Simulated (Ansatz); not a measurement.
Density of states of GaAs (F-43m, a = 5.745 Å, b = 5.745 Å, c = 5.745 Å, α = 90.00°, β = 90.00°, γ = 90.00°), in states per eV and primitive cell, averaged over bins of 0.5 eV. Method: Ansatz 0.2.0, DFT PBE, scalar-relativistic, plane waves, PAW.

Settings: cutoff 420 eV, Γ-centred mesh 12×12×12 on the computed 2-atom cell, Gaussian smearing of 0.02 eV; no spin polarisation.

The cell is relaxed at this level. The states (both spins) are summed by tetrahedra on a 18×18×18 mesh at the self-consistent density. Energies are bin centres; the table starts no lower than −8 eV and ends at 6 eV, or lower where the solved bands end.

The gap is 0.16 eV at this level, with the zero inside it.

| E − E_F (eV) | total | As 4p | Ga 4p | Ga 4s | As 4s |
| --- | --- | --- | --- | --- | --- |
| -6.40 | 1.70 | 0.72 | 0.10 | 0.82 | 0.05 |
| -5.90 | 0.87 | 0.36 | 0.07 | 0.36 | 0.07 |
| -5.40 | 0.47 | 0.20 | 0.04 | 0.17 | 0.06 |
| -4.90 | 0.31 | 0.13 | 0.03 | 0.10 | 0.04 |
| -4.40 | 0.22 | 0.09 | 0.02 | 0.07 | 0.03 |
| -3.90 | 0.26 | 0.13 | 0.05 | 0.05 | 0.03 |
| -3.40 | 1.27 | 0.73 | 0.44 | 0.06 | 0.03 |
| -2.90 | 1.23 | 0.72 | 0.41 | 0.06 | 0.03 |
| -2.40 | 1.65 | 1.03 | 0.54 | 0.05 | 0.02 |
| -1.90 | 1.53 | 1.00 | 0.46 | 0.04 | 0.02 |
| -1.40 | 1.41 | 0.98 | 0.38 | 0.02 | 0.01 |
| -0.90 | 0.77 | 0.57 | 0.18 | 0.01 | 0.00 |
| -0.40 | 0.30 | 0.24 | 0.05 | 0.00 | 0.00 |
| 0.10 | 0.01 | 0.01 | 0.00 | 0.00 | 0.00 |
| 0.60 | 0.00 | 0.00 | 0.00 | 0.00 | 0.00 |
| 1.10 | 0.13 | 0.03 | 0.03 | 0.04 | 0.03 |
| 1.60 | 0.61 | 0.15 | 0.18 | 0.16 | 0.09 |
| 2.10 | 1.53 | 0.44 | 0.45 | 0.35 | 0.17 |
| 2.60 | 1.40 | 0.44 | 0.39 | 0.31 | 0.13 |
| 3.10 | 0.92 | 0.26 | 0.31 | 0.15 | 0.09 |
| 3.60 | 0.82 | 0.19 | 0.38 | 0.09 | 0.07 |
| 4.10 | 1.46 | 0.32 | 0.80 | 0.08 | 0.07 |
| 4.60 | 1.45 | 0.35 | 0.78 | 0.06 | 0.04 |
| 5.10 | 1.32 | 0.33 | 0.66 | 0.05 | 0.02 |
| 5.60 | 1.62 | 0.39 | 0.74 | 0.06 | 0.04 |

The columns after the total are the Löwdin projections on the occupied valence shells of the potentials. The rest of the total lies in shells that are empty in the free atom, which aren't projected, and between the atoms.